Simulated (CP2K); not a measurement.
## TiO2 in CP2K: the effect of functional

Crystal: TiO2.

```
CELL_PARAMETERS angstrom
5.51847 0.00000 0.00000
-1.60180 5.28088 0.00000
-1.60188 -2.90482 4.41016
ATOMIC_POSITIONS crystal
Ti 0.00000 0.50000 0.00000
Ti 0.00000 0.00000 0.50000
Ti 0.49524 0.24524 0.25000
Ti 0.50475 0.75475 0.75000
O 0.69508 0.69523 0.50015
O 0.69508 0.19493 0.99985
O 0.80452 0.74962 0.05490
O 0.19472 0.74962 0.44510
O 0.80528 0.25038 0.55490
O 0.30492 0.80507 0.00015
O 0.19548 0.25038 0.94510
O 0.30492 0.30477 0.49985
```

The cell is a database's computed one.

Alike in all runs:

| Item | Value |
| --- | --- |
| Program | CP2K 2026.2 |
| Task | band structure |
| Potentials or basis | POTENTIAL_UZH Ti GTH-PBE-q12, O GTH-PBE-q6; DZVP-MOLOPT-PBE-GTH basis |
| Density cutoff | 11565 eV |
| k mesh | 5 × 5 × 5 |
| Occupations | fermi-dirac, width 0.05 eV |
| Spin | no spin polarisation |

Question: One run gave: gap on the mesh 1.80 eV; pressure 0.2 GPa; largest force 0.22 eV/Å. Which functional did it use?
A. PBEsol
B. OLYP
C. BLYP
D. LDA
E. BEEF-vdW

Answer: B.

```tsv
functional	gap on the mesh (eV)	pressure (GPa)	largest force (eV/Å)
LDA	1.72	-10.7	0.15
PBEsol	1.75	-6.3	0.12
BLYP	1.78	5.2	0.03
OLYP	1.80	0.2	0.22
BEEF-vdW	1.77	1.0	0.04
TPSS	1.92	-2.6	0.07
```

Caveats: the potentials were made for another functional, which shifts forces and pressure; the basis of atomic orbitals isn't converged, which shifts pressures, moduli and gaps.

Runs at the PBE level aren't shown here.
